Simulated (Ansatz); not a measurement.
**TePb: response to a displaced atom**

TePb is deformed so: atom 1 (Te) moved by (0.021, 0.021, 0.000) Å. What stress and forces result, by LAPW, PAW and all-electron datasets made for the crystal?

Method: DFT PBE, scalar-relativistic, in Ansatz 0.2.0.

## 1. Starting point

Symmetry: Pm-3m, No. 221, cubic system. The conventional cell has a = 4.002 Å, b = 4.002 Å, c = 4.002 Å, α = 90.00°, β = 90.00°, γ = 90.00°. Te (site symmetry m-3m) has 8 Pb at 3.47 Å as nearest neighbours. Pb (site symmetry m-3m) is surrounded by 8 Te at 3.47 Å.

Coordinates:

```cif
data_structure
_symmetry_space_group_name_H-M 'P 1'
_symmetry_Int_Tables_number 1
_cell_length_a 4.0023
_cell_length_b 4.0023
_cell_length_c 4.0023
_cell_angle_alpha 90.000
_cell_angle_beta 90.000
_cell_angle_gamma 90.000
_cell_volume 64.11
loop_
_atom_site_label
_atom_site_type_symbol
_atom_site_fract_x
_atom_site_fract_y
_atom_site_fract_z
_atom_site_occupancy
Te1 Te 0.50000 0.50000 0.50000 1
Pb1 Pb 0.00000 0.00000 0.00000 1
```

Atoms are numbered in the order of the input: Te1, Pb2.

## 2. After the deformation

Space group Pm-3m before, Amm2 after.

## 3. Full-potential LAPW

Contents of input.yaml:

```yaml
crystal:
  lattice:
    - [4.002287, 0.0, 0.0]
    - [0.0, 4.002287, 0.0]
    - [0.0, 0.0, 4.002287]
  atoms:
    - { symbol: Te, position: [0.5053002196, 0.5053002196, 0.5] }
    - { symbol: Pb, position: [0.0, 0.0, 0.0] }
kpoints:
  mp_grid: { grid: [10, 10, 10] }
scf:
  occupations: { method: fermi_dirac, width: 0.08 }
hamiltonian:
  xc: pbe
  pseudopotentials: { kind: all_electron, lapw: { basis_error: 0.001 } }
output:
  forces: true
  stress: true
  eigenvalues: true
```

Run with:

```bash
ansatz run input.yaml --threads 1 --pin off --max-ram 2048MiB --backend cpu --events-out ev --progress --plain --runs-dir out
```

## 4. PAW with frozen cores

Edit input.yaml of step 3 so:

```diff
@@ -14,3 +14,3 @@
   xc: pbe
-  pseudopotentials: { kind: all_electron, lapw: { basis_error: 0.001 } }
+  pseudopotentials: { kind: paw }
 output:
@@ -19 +19,2 @@
   eigenvalues: true
+  efg: { contact_densities: true }
```

## 5. All-electron PAW on datasets made for the crystal

Edit input.yaml of step 4 so:

```diff
@@ -14,3 +14,3 @@
   xc: pbe
-  pseudopotentials: { kind: paw }
+  pseudopotentials: { kind: all_electron, datasets: crystal }
 output:
```

(Steps that only read results are left out.)

**Question.** What will these runs give? Wanted: pressure; largest shear or deviatoric stress; force on Te1 along the move.

As calculated:

| quantity | value |
| --- | --- |
| pressure | LAPW -0.22, PAW -0.23, crystal datasets -0.22 GPa |
| largest shear or deviatoric stress (LAPW) | 0.01 GPa |
| force on Te1 along the move | 0.011 eV/Å |

What this shows: The force on Te1 points along the move, so the given place is unstable along this direction at this level. No run of the undeformed cell stands beside it, so the pressure holds what the given cell had before the change. PAW: stress within 0.01 GPa of LAPW. Crystal datasets: stress within 0.01 GPa of LAPW. Spin-orbit coupling is left out, though the cell holds Pb; in elements this heavy it can shift bands and gaps by tenths of an eV.
